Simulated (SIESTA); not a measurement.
The system is MnO.

```
Mn O
1.0
     0.00000    2.22391    2.22391
     2.22391    0.00000    2.22391
     2.22391    2.22391    0.00000
Mn O
1 1
Direct
  0.00000 0.00000 0.00000
  0.50000 0.50000 0.50000
```

The cell is a database's computed one.

Base run:

| Quantity | Value |
| --- | --- |
| Program | SIESTA 5.4.2 |
| Functional | PBE |
| Potentials or basis | PseudoDojo 0.4 standard (PBE files) |
| Basis | DZP (energy shift 0.003 Ry; two zetas on semicore shells) |
| Grid cutoff | 800 Ry |
| Energy shift | 0.003 Ry |
| k mesh | 7 × 7 × 7 |
| Occupations | fermi-dirac, width 0.05 eV |
| Spin | collinear spin, ferromagnetic start |
| Starting moments | [4.0, 0.0] μB |
| Hubbard terms | Mn d U = 6 eV |

Its results: band gap on the k mesh 0.66 eV, indirect (least direct gap 2.66 eV); pressure 12.5 GPa; net moment 5.00 μB per cell; site moments Mn +4.93; O +0.07 μB.

The run is repeated on the same cell with these changes: hubbard terms from Mn d U = 6 eV to none. What comes out?

Band gap on the k mesh none (metal or under the smearing width); pressure 1.3 GPa; net moment 4.82 μB per cell; site moments Mn +4.64; O +0.17 μB.

The U term pushes filled and empty states of the shell apart.

Caveats: short orbitals over semicore shells can move pressures by several GPa; the basis of atomic orbitals isn't converged, which shifts pressures, moduli and gaps; a cell with one magnetic atom can't hold antiferromagnetic order, which such compounds often take; an odd mesh through Γ misses points on the zone boundary, where band edges often lie (some runs); semilocal functionals often make such compounds metallic where correlation or magnetic order opens a gap, which also shifts bond lengths (some runs).

Not every run made on this cell is shown here.
